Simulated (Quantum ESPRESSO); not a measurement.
# AlNi (Pm-3m) in Quantum ESPRESSO: a series of runs

One crystal, AlNi, is run at these levels: rev-vdW-DF2, LDA; tasks: band structure.

Program: Quantum ESPRESSO 7.5. These are calculated values, not measurements. Logs are shortened: lines on timing, memory, paths and dates and some standing lists are left out, and cuts for length are marked.

### Step 1. The structure

It takes space group Pm-3m (No. 221, cubic). The conventional cell has a = 2.881 Å, b = 2.881 Å, c = 2.881 Å, α = 90.00°, β = 90.00°, γ = 90.00°. Ni (site symmetry m-3m) has 8 Al at 2.50 Å as nearest neighbours. Al (site symmetry m-3m) has 8 Ni at 2.50 Å as nearest neighbours.

### Step 2. Band structure, rev-vdW-DF2, collinear spin, ferromagnetic start

File pw.in:

```
&CONTROL
  calculation = 'scf'
  prefix = 'pwscf'
  outdir = './tmp'
  pseudo_dir = './pseudo'
  tprnfor = .true.
  tstress = .true.
  disk_io = 'low'
/
&SYSTEM
  ibrav = 0
  nat = 2
  ntyp = 2
  ecutwfc = 98
  nbnd = 20
  input_dft = 'vdw-df2-b86r'
  occupations = 'smearing'
  smearing = 'fd'
  degauss = 0.00367493
  nspin = 2
  starting_magnetization(1) = 0.0556
  starting_magnetization(2) = 0
/
&ELECTRONS
  conv_thr = 4d-10
  electron_maxstep = 120
  mixing_beta = 0.3
/
ATOMIC_SPECIES
Ni    58.6934 Ni.upf
Al    26.9815 Al.upf
CELL_PARAMETERS bohr
   5.4443009650    0.0000000000    0.0000000000
   0.0000000000    5.4443009650    0.0000000000
   0.0000000000    0.0000000000    5.4443009650
ATOMIC_POSITIONS bohr
Ni     2.7221504825    2.7221504825    2.7221504825
Al     0.0000000000    0.0000000000    0.0000000000
K_POINTS automatic
9 9 9 0 0 0
```

File bands.in:

```
&CONTROL
  calculation = 'bands'
  prefix = 'pwscf'
  outdir = './tmp'
  pseudo_dir = './pseudo'
  disk_io = 'low'
  verbosity = 'high'
/
&SYSTEM
  ibrav = 0
  nat = 2
  ntyp = 2
  ecutwfc = 98
  nbnd = 20
  input_dft = 'vdw-df2-b86r'
  occupations = 'smearing'
  smearing = 'fd'
  degauss = 0.00367493
  nspin = 2
  starting_magnetization(1) = 0.0556
  starting_magnetization(2) = 0
/
&ELECTRONS
  conv_thr = 1d-08
  electron_maxstep = 120
  mixing_beta = 0.3
  diago_full_acc = .true.
/
ATOMIC_SPECIES
Ni    58.6934 Ni.upf
Al    26.9815 Al.upf
CELL_PARAMETERS bohr
   5.4443009650    0.0000000000    0.0000000000
   0.0000000000    5.4443009650    0.0000000000
   0.0000000000    0.0000000000    5.4443009650
ATOMIC_POSITIONS bohr
Ni     2.7221504825    2.7221504825    2.7221504825
Al     0.0000000000    0.0000000000    0.0000000000
K_POINTS crystal
60
 0.0000000000  0.0000000000  0.0000000000 1
 0.0000000000  0.0714285714  0.0000000000 1
 0.0000000000  0.1428571429  0.0000000000 1
 0.0000000000  0.2142857143  0.0000000000 1
 0.0000000000  0.2857142857  0.0000000000 1
 0.0000000000  0.3571428571  0.0000000000 1
 0.0000000000  0.4285714286  0.0000000000 1
 0.0000000000  0.5000000000  0.0000000000 1
 0.0714285714  0.5000000000  0.0000000000 1
 0.1428571429  0.5000000000  0.0000000000 1
 0.2142857143  0.5000000000  0.0000000000 1
 0.2857142857  0.5000000000  0.0000000000 1
 0.3571428571  0.5000000000  0.0000000000 1
 0.4285714286  0.5000000000  0.0000000000 1
 0.5000000000  0.5000000000  0.0000000000 1
 0.4545454545  0.4545454545  0.0000000000 1
 0.4090909091  0.4090909091  0.0000000000 1
 0.3636363636  0.3636363636  0.0000000000 1
 0.3181818182  0.3181818182  0.0000000000 1
 0.2727272727  0.2727272727  0.0000000000 1
 0.2272727273  0.2272727273  0.0000000000 1
 0.1818181818  0.1818181818  0.0000000000 1
 0.1363636364  0.1363636364  0.0000000000 1
 0.0909090909  0.0909090909  0.0000000000 1
 0.0454545455  0.0454545455  0.0000000000 1
 0.0000000000  0.0000000000  0.0000000000 1
 0.0357142857  0.0357142857  0.0357142857 1
 0.0714285714  0.0714285714  0.0714285714 1
 0.1071428571  0.1071428571  0.1071428571 1
 0.1428571429  0.1428571429  0.1428571429 1
 0.1785714286  0.1785714286  0.1785714286 1
 0.2142857143  0.2142857143  0.2142857143 1
 0.2500000000  0.2500000000  0.2500000000 1
 0.2857142857  0.2857142857  0.2857142857 1
 0.3214285714  0.3214285714  0.3214285714 1
 0.3571428571  0.3571428571  0.3571428571 1
 0.3928571429  0.3928571429  0.3928571429 1
 0.4285714286  0.4285714286  0.4285714286 1
 0.4642857143  0.4642857143  0.4642857143 1
 0.5000000000  0.5000000000  0.5000000000 1
 0.4545454545  0.5000000000  0.4545454545 1
 0.4090909091  0.5000000000  0.4090909091 1
 0.3636363636  0.5000000000  0.3636363636 1
 0.3181818182  0.5000000000  0.3181818182 1
 0.2727272727  0.5000000000  0.2727272727 1
 0.2272727273  0.5000000000  0.2272727273 1
 0.1818181818  0.5000000000  0.1818181818 1
 0.1363636364  0.5000000000  0.1363636364 1
 0.0909090909  0.5000000000  0.0909090909 1
 0.0454545455  0.5000000000  0.0454545455 1
 0.0000000000  0.5000000000  0.0000000000 1
 0.5000000000  0.5000000000  0.0000000000 1
 0.5000000000  0.5000000000  0.0625000000 1
 0.5000000000  0.5000000000  0.1250000000 1
 0.5000000000  0.5000000000  0.1875000000 1
 0.5000000000  0.5000000000  0.2500000000 1
 0.5000000000  0.5000000000  0.3125000000 1
 0.5000000000  0.5000000000  0.3750000000 1
 0.5000000000  0.5000000000  0.4375000000 1
 0.5000000000  0.5000000000  0.5000000000 1
```

Potentials or basis: PseudoDojo 0.4.1 SR PBE standard.

Run with:

```console
> OMP_NUM_THREADS=1 pw.x -in pw.in > pw.out
> OMP_NUM_THREADS=1 pw.x -in bands.in > bands.out
```

pw.out:

```text
This program is part of the open-source Quantum ESPRESSO suite
     for quantum simulation of materials; please cite
         "P. Giannozzi et al., J. Phys.:Condens. Matter 21 395502 (2009);
         "P. Giannozzi et al., J. Phys.:Condens. Matter 29 465901 (2017);
         "P. Giannozzi et al., J. Chem. Phys. 152 154105 (2020);
     in publications or presentations arising from this work. More details at

     IMPORTANT: XC functional enforced from input :
     Exchange-correlation= VDW-DF2-B86R
                           (   1   4  26   0   2   0   0)
     Any further DFT definition will be discarded
     Please, verify this is what you really want

     Message from routine setup:
     using ibrav=0 with symmetry is DISCOURAGED, use correct ibrav instead

     G-vector sticks info
     --------------------
     sticks:   dense  smooth     PW     G-vecs:    dense   smooth      PW
     Sum         933     933    277                21247    21247    3407

     Using Slab Decomposition

     bravais-lattice index     =            0
     lattice parameter (alat)  =       5.4443  a.u.
     unit-cell volume          =     161.3713 (a.u.)^3
     number of atoms/cell      =            2
     number of atomic types    =            2
     number of electrons       =        21.00
     number of Kohn-Sham states=           20
     kinetic-energy cutoff     =      98.0000  Ry
     charge density cutoff     =     392.0000  Ry
     scf convergence threshold =      4.0E-10
     mixing beta               =       0.3000
     number of iterations used =            8  plain     mixing
     Exchange-correlation= VDW-DF2-B86R
                           (   1   4  26   0   2   0   0)

     celldm(1)=   5.444301  celldm(2)=   0.000000  celldm(3)=   0.000000
     celldm(4)=   0.000000  celldm(5)=   0.000000  celldm(6)=   0.000000

     crystal axes: (cart. coord. in units of alat)
               a(1) = (   1.000000   0.000000   0.000000 )
               a(2) = (   0.000000   1.000000   0.000000 )
               a(3) = (   0.000000   0.000000   1.000000 )

     reciprocal axes: (cart. coord. in units 2 pi/alat)
               b(1) = (  1.000000  0.000000  0.000000 )
               b(2) = (  0.000000  1.000000  0.000000 )
               b(3) = (  0.000000  0.000000  1.000000 )

     PseudoPot. # 1 for Ni read from file:
     Ni.upf
     Pseudo is Norm-conserving + core correction, Zval = 18.0
     Generated using ONCVPSP code by D. R. Hamann
     Using radial grid of 1372 points,  6 beta functions with:
                l(1) =   0
                l(2) =   0
                l(3) =   1
                l(4) =   1
                l(5) =   2
                l(6) =   2

     PseudoPot. # 2 for Al read from file:
     Al.upf
     Pseudo is Norm-conserving + core correction, Zval =  3.0
     Generated using ONCVPSP code by D. R. Hamann
     Using radial grid of 1876 points,  6 beta functions with:
                l(1) =   0
                l(2) =   0
                l(3) =   1
                l(4) =   1
                l(5) =   2
                l(6) =   2

     atomic species   valence    mass     pseudopotential
     Ni               18.00    58.69340     Ni( 1.00)
     Al                3.00    26.98150     Al( 1.00)

     Starting magnetic structure
     atomic species   magnetization
     Ni              0.056
     Al              0.000

     48 Sym. Ops., with inversion, found

   Cartesian axes

     site n.     atom                  positions (alat units)
         1        Ni     tau(   1) = (   0.5000000   0.5000000   0.5000000  )
         2        Al     tau(   2) = (   0.0000000   0.0000000   0.0000000  )

     number of k points=    35  Fermi-Dirac smearing, width (Ry)=  0.0037
                       cart. coord. in units 2pi/alat
        k(    1) = (   0.0000000   0.0000000   0.0000000), wk =   0.0013717
        k(    2) = (   0.0000000   0.0000000   0.1111111), wk =   0.0082305
        k(    3) = (   0.0000000   0.0000000   0.2222222), wk =   0.0082305
        k(    4) = (   0.0000000   0.0000000   0.3333333), wk =   0.0082305
        k(    5) = (   0.0000000   0.0000000   0.4444444), wk =   0.0082305
        k(    6) = (   0.0000000   0.1111111   0.1111111), wk =   0.0164609
[... 27 lines left out ...]
        k(   34) = (   0.3333333   0.4444444   0.4444444), wk =   0.0329218
        k(   35) = (   0.4444444   0.4444444   0.4444444), wk =   0.0109739

     Dense  grid:    21247 G-vectors     FFT dimensions: (  36,  36,  36)

     Generating pointlists ...
     new r_m :   0.3572 (alat units)  1.9449 (a.u.) for type    1
     new r_m :   0.3572 (alat units)  1.9449 (a.u.) for type    2

     Initial potential from superposition of free atoms

     starting charge      20.9973, renormalised to      21.0000

     %%%%%%%%%%%%%%%%%%%%%%%%%%%%%%%%%%%%%%%%%%%%%%%%%%%%%%%%%%%%%%%%%%%%%%%%
     %                                                                      %
     % You are using vdW-DF, which was implemented by the Thonhauser group. %
     % Please cite the following two papers that made this development      %
     % possible and the two reviews that describe the various versions:     %
     %                                                                      %
     %   T. Thonhauser et al., PRL 115, 136402 (2015).                      %
     %   T. Thonhauser et al., PRB 76, 125112 (2007).                       %
     %   K. Berland et al., Rep. Prog. Phys. 78, 066501 (2015).             %
     %   D.C. Langreth et al., J. Phys.: Condens. Matter 21, 084203 (2009). %
     %                                                                      %
     % If you are calculating stress with vdW-DF, please also cite:         %
     %                                                                      %
     %   R. Sabatini et al., J. Phys.: Condens. Matter 24, 424209 (2012).   %
     %   C.M. Frostenson et al., Electr. Struct. 4, 014001 (2022).          %
     %                                                                      %
     %%%%%%%%%%%%%%%%%%%%%%%%%%%%%%%%%%%%%%%%%%%%%%%%%%%%%%%%%%%%%%%%%%%%%%%%

     %%%%%%%%%%%%%%%%%%%%%%%%%%%%%%%%%%%%%%%%%%%%%%%%%%%%%%%%%%%%%%%%%%%%%%%%
     %                                                                      %
     %  vdW-DF NEWS:                                                        %
     %                                                                      %
     %  * vdW-DF3 is now available. DOI: 10.1021/acs.jctc.0c00471           %
     %    use with input_dft = 'vdW-DF3-opt1' or 'vdW-DF3-opt2'             %
     %                                                                      %
     %  * Unscreened and range-separated hybrid vdW-DF-cx functionals       %
     %    DOI: 10.1063/1.4986522 and 10.1088/1361-648X/ac2ad2               %
     %    use with input_dft = 'vdW-DF-cx0'    and 'vdW-DF-ahcx'            %
     %  * Unscreened and range-separated hybrid vdW-DF2-b86r functionals    %
     %    DOI: 10.1063/1.4986522 and DOI: 10.1103/PhysRevX.12.041003        %
     %    use with input_dft = 'vdW-DF2-br0' and 'vdW-DF2-ahbr'             %
     %                                                                      %
     %%%%%%%%%%%%%%%%%%%%%%%%%%%%%%%%%%%%%%%%%%%%%%%%%%%%%%%%%%%%%%%%%%%%%%%%

     Starting wfcs are   14 randomized atomic wfcs +    6 random wfcs

     Self-consistent Calculation

     iteration #  1     ecut=    98.00 Ry     beta= 0.30
     Davidson diagonalization with overlap
     ethr =  1.00E-02,  avg # of iterations =  6.1

     Threshold (ethr) on eigenvalues was too large:
     Diagonalizing with lowered threshold

     Davidson diagonalization with overlap
     ethr =  7.21E-04,  avg # of iterations =  1.1

     total energy              =    -340.11947155 Ry
     estimated scf accuracy    <       0.14970574 Ry

     total magnetization       =     0.19 Bohr mag/cell
     absolute magnetization    =     0.23 Bohr mag/cell

     iteration #  2     ecut=    98.00 Ry     beta= 0.30
     Davidson diagonalization with overlap
     ethr =  7.13E-04,  avg # of iterations =  1.4
[... 104 lines left out ...]
     total magnetization       =     0.00 Bohr mag/cell
     absolute magnetization    =     0.00 Bohr mag/cell

     iteration # 13     ecut=    98.00 Ry     beta= 0.30
     Davidson diagonalization with overlap
     ethr =  2.10E-12,  avg # of iterations =  2.5

     Magnetic moment per site  (integrated on atomic sphere of radius R)
     atom   1 (R=0.357)  charge= 16.8480  magn=  0.0000
     atom   2 (R=0.357)  charge=  1.2292  magn=  0.0000

     End of self-consistent calculation

 ------ SPIN UP ------------

          k = 0.0000 0.0000 0.0000 (  2601 PWs)   bands (ev):

   -89.0450 -49.5080 -49.5080 -49.5080   2.9760  10.8243  10.8243  12.5128
    12.5128  12.5128  19.6029  19.6029  19.6029  22.3300  22.3300  27.7146
    35.0073  35.0073  35.0073  37.4977

          k = 0.0000 0.0000 0.1111 (  2637 PWs)   bands (ev):

   -89.0448 -49.5107 -49.5078 -49.5078   3.2034  10.8039  10.8763  12.4168
    12.4168  12.5231  17.7593  19.9009  19.9009  22.3418  23.9037  28.5503
    32.9966  32.9966  35.0294  35.0611
[... 193 lines left out ...]
          k = 0.4444 0.4444 0.4444 (  2596 PWs)   bands (ev):

   -89.0409 -49.5264 -49.5263 -49.5263   9.8065  10.0359  10.0359  12.9397
    12.9397  14.8480  16.0758  16.0758  17.7424  19.0235  19.0235  19.8770
    22.4205  40.5669  40.5669  44.2878

 ------ SPIN DOWN ----------

          k = 0.0000 0.0000 0.0000 (  2601 PWs)   bands (ev):

   -89.0450 -49.5080 -49.5080 -49.5080   2.9760  10.8244  10.8244  12.5128
    12.5128  12.5128  19.6029  19.6029  19.6029  22.3300  22.3300  27.7146
    35.0073  35.0073  35.0073  37.4977

          k = 0.0000 0.0000 0.1111 (  2637 PWs)   bands (ev):

   -89.0448 -49.5107 -49.5078 -49.5078   3.2034  10.8039  10.8763  12.4168
    12.4168  12.5231  17.7593  19.9010  19.9010  22.3419  23.9038  28.5503
    32.9966  32.9966  35.0294  35.0612
[... 193 lines left out ...]
          k = 0.4444 0.4444 0.4444 (  2596 PWs)   bands (ev):

   -89.0409 -49.5264 -49.5263 -49.5263   9.8065  10.0360  10.0360  12.9397
    12.9397  14.8480  16.0759  16.0759  17.7424  19.0235  19.0235  19.8771
    22.4205  40.5670  40.5670  44.2878

     the Fermi energy is    14.0991 ev

!    total energy              =    -340.15083688 Ry
     estimated scf accuracy    <          3.8E-11 Ry
     smearing contrib. (-TS)   =      -0.00047691 Ry
     internal energy E=F+TS    =    -340.15035998 Ry

     The total energy is F=E-TS. E is the sum of the following terms:
     one-electron contribution =    -233.40952101 Ry
     hartree contribution      =     127.67171026 Ry
     xc contribution           =     -44.96138698 Ry
     ewald contribution        =    -189.45116224 Ry

     total magnetization       =     0.00 Bohr mag/cell
     absolute magnetization    =     0.00 Bohr mag/cell

     convergence has been achieved in  13 iterations

     Forces acting on atoms (cartesian axes, Ry/au):

     atom    1 type  1   force =     0.00000000    0.00000000    0.00000000
     atom    2 type  2   force =     0.00000000    0.00000000    0.00000000

     Total force =     0.000000     Total SCF correction =     0.000000

     Computing stress (Cartesian axis) and pressure

          total   stress  (Ry/bohr**3)                   (kbar)     P=       -1.45
  -0.00000985   0.00000000   0.00000000           -1.45        0.00        0.00
   0.00000000  -0.00000985   0.00000000            0.00       -1.45        0.00
   0.00000000   0.00000000  -0.00000985            0.00        0.00       -1.45

=------------------------------------------------------------------------------=
   JOB DONE.
=------------------------------------------------------------------------------=
```

Wall time 3.5 min (1 thread of Intel Xeon at 2.60GHz (Ice Lake), shared host); peak memory 0.15 GiB.

Results:

* Free energy: -4627.9879 eV
* Pressure: -0.1 GPa
* Band gap on the k mesh: none (metal or under the smearing width)
* Net moment: 0.00 μB per cell
* Absolute moment: 0.00 μB per cell
* Valence electrons inside the program's atomic spheres: Ni 16.85; Al 1.23

Levels at the corners of the path, in eV from the Fermi level:
Spin up:
```
point  band 7  band 8  band 9  band 10  band 11  band 12  band 13  band 14
    Γ   -3.27   -1.59   -1.59    -1.59     5.50     5.50     5.50     8.23
    X   -2.80   -2.29   -2.29    -1.50    -0.68     8.36     9.99     9.99
    M   -2.85   -2.85   -2.12    -2.12    -1.05     1.42     2.53    12.29
    Γ   -3.27   -1.59   -1.59    -1.59     5.50     5.50     5.50     8.23
    R   -4.13   -1.02   -1.02     2.01     2.01     2.01     3.74     4.53
    X   -2.80   -2.29   -2.29    -1.50    -0.68     8.36     9.99     9.99
    M   -2.85   -2.85   -2.12    -2.12    -1.05     1.42     2.53    12.29
    R   -4.13   -1.02   -1.02     2.01     2.01     2.01     3.74     4.53
```
Spin down:
```tsv
point	band 7	band 8	band 9	band 10	band 11	band 12	band 13	band 14
Γ	-3.27	-1.59	-1.59	-1.59	5.50	5.50	5.50	8.23
X	-2.80	-2.29	-2.29	-1.50	-0.68	8.36	9.99	9.99
M	-2.85	-2.85	-2.12	-2.12	-1.05	1.42	2.53	12.29
Γ	-3.27	-1.59	-1.59	-1.59	5.50	5.50	5.50	8.23
R	-4.13	-1.02	-1.02	2.01	2.01	2.01	3.74	4.53
X	-2.80	-2.29	-2.29	-1.50	-0.68	8.36	9.99	9.99
M	-2.85	-2.85	-2.12	-2.12	-1.05	1.42	2.53	12.29
R	-4.13	-1.02	-1.02	2.01	2.01	2.01	3.74	4.53
```

Caveat: the potentials were made for another functional, which shifts forces and pressure.

[end of part 1 of 2]
